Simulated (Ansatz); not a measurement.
The system is GaP.

```xyz
2
Lattice="0.0000 2.7252 2.7252 2.7252 0.0000 2.7252 2.7252 2.7252 0.0000" Properties=species:S:1:pos:R:3 pbc="T T T"
Ga    0.0000    0.0000    0.0000
P     4.0879    4.0879    4.0879
```

Base run:

```yaml
Program: Ansatz 0.2.0
Functional: PBEsol
Potentials_or_basis: all-electron LAPW, scalar-relativistic
Cutoff: 278 eV
Density_cutoff: 1112 eV
Basis_error_allowed: 0.001 eV/atom
k_mesh: 8 × 8 × 8
Occupations: fermi-dirac, width 0.05 eV
Spin: no spin polarisation
```

Its results: band gap on the k mesh 1.52 eV, indirect (least direct gap 1.75 eV); pressure -0.6 GPa.

Problem. The run is repeated on the same cell with these changes: functional from PBEsol to LDA. What comes out?

Solution. Band gap on the k mesh 1.49 eV, indirect (least direct gap 1.61 eV); pressure -2.7 GPa.

LDA binds more tightly than PBEsol, so the same cell stands under less pressure.

A k mesh can miss the band edges.

Not every run made on this cell is shown here.
